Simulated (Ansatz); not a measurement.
**NMR crystallography of LiBr with a Br vacancy: given against relaxed positions**

Start: a supercell of LiBr (rock salt type, Fm-3m) built from a Materials Project structure (computed, not necessarily an observed phase), with all atoms left at the host's positions.

```yaml
crystal:
  lattice:
    - [0.00000, 8.16807, 8.16807]
    - [8.16807, 0.00000, 8.16807]
    - [8.16807, 8.16807, 0.00000]
  atoms:
    - { symbol: Li, position: [0.00000, 0.00000, 0.00000] }
    - { symbol: Li, position: [0.00000, 0.00000, 0.33333] }
    - { symbol: Li, position: [0.00000, 0.00000, 0.66667] }
    - { symbol: Li, position: [0.00000, 0.33333, 0.00000] }
    - { symbol: Li, position: [0.00000, 0.33333, 0.33333] }
    - { symbol: Li, position: [0.00000, 0.33333, 0.66667] }
    - { symbol: Li, position: [0.00000, 0.66667, 0.00000] }
    - { symbol: Li, position: [0.00000, 0.66667, 0.33333] }
    - { symbol: Li, position: [0.00000, 0.66667, 0.66667] }
    - { symbol: Li, position: [0.33333, 0.00000, 0.00000] }
    - { symbol: Li, position: [0.33333, 0.00000, 0.33333] }
    - { symbol: Li, position: [0.33333, 0.00000, 0.66667] }
    - { symbol: Li, position: [0.33333, 0.33333, 0.00000] }
    - { symbol: Li, position: [0.33333, 0.33333, 0.33333] }
    - { symbol: Li, position: [0.33333, 0.33333, 0.66667] }
    - { symbol: Li, position: [0.33333, 0.66667, 0.00000] }
    - { symbol: Li, position: [0.33333, 0.66667, 0.33333] }
    - { symbol: Li, position: [0.33333, 0.66667, 0.66667] }
    - { symbol: Li, position: [0.66667, 0.00000, 0.00000] }
    - { symbol: Li, position: [0.66667, 0.00000, 0.33333] }
    - { symbol: Li, position: [0.66667, 0.00000, 0.66667] }
    - { symbol: Li, position: [0.66667, 0.33333, 0.00000] }
    - { symbol: Li, position: [0.66667, 0.33333, 0.33333] }
    - { symbol: Li, position: [0.66667, 0.33333, 0.66667] }
    - { symbol: Li, position: [0.66667, 0.66667, 0.00000] }
    - { symbol: Li, position: [0.66667, 0.66667, 0.33333] }
    - { symbol: Li, position: [0.66667, 0.66667, 0.66667] }
    - { symbol: Br, position: [0.16667, 0.16667, 0.50000] }
    - { symbol: Br, position: [0.16667, 0.16667, 0.83333] }
    - { symbol: Br, position: [0.16667, 0.50000, 0.16667] }
    - { symbol: Br, position: [0.16667, 0.50000, 0.50000] }
    - { symbol: Br, position: [0.16667, 0.50000, 0.83333] }
    - { symbol: Br, position: [0.16667, 0.83333, 0.16667] }
    - { symbol: Br, position: [0.16667, 0.83333, 0.50000] }
    - { symbol: Br, position: [0.16667, 0.83333, 0.83333] }
    - { symbol: Br, position: [0.50000, 0.16667, 0.16667] }
    - { symbol: Br, position: [0.50000, 0.16667, 0.50000] }
    - { symbol: Br, position: [0.50000, 0.16667, 0.83333] }
    - { symbol: Br, position: [0.50000, 0.50000, 0.16667] }
    - { symbol: Br, position: [0.50000, 0.50000, 0.50000] }
    - { symbol: Br, position: [0.50000, 0.50000, 0.83333] }
    - { symbol: Br, position: [0.50000, 0.83333, 0.16667] }
    - { symbol: Br, position: [0.50000, 0.83333, 0.50000] }
    - { symbol: Br, position: [0.50000, 0.83333, 0.83333] }
    - { symbol: Br, position: [0.83333, 0.16667, 0.16667] }
    - { symbol: Br, position: [0.83333, 0.16667, 0.50000] }
    - { symbol: Br, position: [0.83333, 0.16667, 0.83333] }
    - { symbol: Br, position: [0.83333, 0.50000, 0.16667] }
    - { symbol: Br, position: [0.83333, 0.50000, 0.50000] }
    - { symbol: Br, position: [0.83333, 0.50000, 0.83333] }
    - { symbol: Br, position: [0.83333, 0.83333, 0.16667] }
    - { symbol: Br, position: [0.83333, 0.83333, 0.50000] }
    - { symbol: Br, position: [0.83333, 0.83333, 0.83333] }
```

Atom numbers follow the list; atoms alike are taken as one site, whose name carries the number of the first.

Method: Kohn–Sham DFT in Ansatz, PBE, plane waves and PAW, scalar-relativistic, collinear spin, 420 eV cutoff, Γ-centred 2×2×2 k-points, Fermi–Dirac smearing 0.01 eV. Start moments as typed (μB): 0 0.5 0 0.5 0.5 0 0 0 0 0.5 0.5 0 0.5 0 0 0 0 0 0 0 0 0 0 0 0 0 0 0 0 0 0 0 0 0 0 0 0 0 0 0 0 0 0 0 0 0 0 0 0 0 0 0 0 by atom.

The largest force at the start is 0.069 eV/Å. Relaxing the ions at fixed cell moves them by 0.043 Å at most (atom 2, Li) and 0.019 Å rms.

```csv
site,atom,moved (Å),first shell before,first shell after,V_zz before (10²¹ V/m²),η before
Br28,28,0.024,6 Li at 2.72 Å,6 Li at 2.71–2.74 Å,1.14,0.01
Br31,31,0.001,6 Li at 2.72 Å,6 Li at 2.72 Å,-0.013,0.00
Br41,41,0.010,6 Li at 2.72 Å,6 Li at 2.72–2.76 Å,0.013,0.00
```

Task: How do the gradients change?

Result: 

```json
{"site": "Br28", "atom": "28", "V_zz after": "1.77", "η after": "0.28", "change of V_zz": "+0.63"}
{"site": "Br31", "atom": "31", "V_zz after": "-0.29", "η after": "0.00", "change of V_zz": "-0.27"}
{"site": "Br41", "atom": "41", "V_zz after": "-0.28", "η after": "0.00", "change of V_zz": "-0.29"}
```

The largest change of V_zz is on Br28, from 1.14 to 1.77. In per cent, |V_zz| changes by +55 on Br (all sites that start above 0.5). Where |V_zz| stays above 0.1, η moves most on Br28, from 0.01 to 0.28. Sites with |V_zz| of 0.02 or less aren't listed.

The defect repeats with the cell of 53 atoms, so it feels its images: sites between two images don't show the values beside a lone defect, and zeros or small values of η there can come from the images' arrangement.
Before: With a gap of 0.5 eV on this mesh, small gradients can still move by 0.1 × 10²¹ V/m² or more as the k-mesh gets denser. The neighbours have not yet relaxed around the defect (largest force 0.069 eV/Å), so a real crystal will differ.
After: The relaxation keeps the symmetry of the vacancy's site, so distortions that break it, Jahn–Teller ones too, aren't explored. With a gap of 0.6 eV on this mesh, small gradients can still move by 0.1 × 10²¹ V/m² or more as the k-mesh gets denser.
